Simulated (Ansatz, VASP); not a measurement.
# Two plane-wave programs on SrTiO3

INCAR

```
ALGO = Normal
EDIFF = 1E-6
EDIFFG = -0.005
ENCUT = 600
GGA = PE
IBRION = 2
ISIF = 3
ISMEAR = 0
LASPH = True
LCHARG = False
LREAL = False
LWAVE = False
NELM = 60
NSW = 100
PREC = Accurate
SIGMA = 0.02
```

File KPOINTS:

```
k-points
0
Gamma
  8 8 8
```

POSCAR

```
SrTiO3
1.0
    3.9052800000      0.0000000000      0.0000000000
    0.0000000000      3.9052800000      0.0000000000
    0.0000000000      0.0000000000      3.9052800000
Sr Ti O
1 1 3
Direct
    0.5000000000      0.5000000000      0.5000000000
    0.0000000000      0.0000000000      0.0000000000
    0.5000000000      0.0000000000      0.0000000000
    0.0000000000      0.5000000000      0.0000000000
    0.0000000000      0.0000000000      0.5000000000
```

Input for Ansatz:

```yaml
crystal:
  lattice:
    - [3.90528, 0.0, 0.0]
    - [0.0, 3.90528, 0.0]
    - [0.0, 0.0, 3.90528]
  atoms:
    - { symbol: Sr, position: [0.5, 0.5, 0.5] }
    - { symbol: Ti, position: [0.0, 0.0, 0.0] }
    - { symbol: O, position: [0.5, 0.0, 0.0] }
    - { symbol: O, position: [0.0, 0.5, 0.0] }
    - { symbol: O, position: [0.0, 0.0, 0.5] }
basis:
  ecutwfc: 420
kpoints:
  mp_grid: { grid: [8, 8, 8] }
hamiltonian:
  xc: pbe
scf:
  occupations: { method: gaussian, width: 0.02 }
output:
  forces: true
  stress: true
  eigenvalues: true
relax:
  adjacent_minimum: "off"
  f_tol: 0.005
  max_steps: 80
  cell: { stress_tol: 0.05 }
```

Alike in both runs: task relaxation of cell and atoms; functional PBE; k mesh 8 × 8 × 8; occupations gaussian, width 0.02 eV; no spin polarisation.

|  | VASP | Ansatz |
| --- | --- | --- |
| version | VASP 6.6.1 | Ansatz 0.2.0 |
| potentials or method | VASP PAW PBE potentials, release 64 (Sr_sv, Ti_sv, O) | scalar-relativistic, plane waves, PAW |
| plane-wave cutoff (eV) | 600 | 420 |
| valence electrons in the cell | 40 | 40 |

|  | VASP | Ansatz | Ansatz less VASP |
| --- | --- | --- | --- |
| gap on the k mesh at the Fermi level, each at its own relaxed structure (eV) | 1.81 | 1.84 | +0.035 |
| relaxed volume (Å³/atom) | 12.23 | 12.20 | -0.035 |
| relaxed cell length with the largest relative difference (Å) | 3.940 | 3.936 | -0.0038 |
| energy change over the relaxation (meV/atom) | -5 | -4 | +0.8 |

A k mesh can miss the band edges. A hybrid or GW would open this gap; PBE tends to underestimate it. PBE usually gives volumes a little too large and moduli too small.
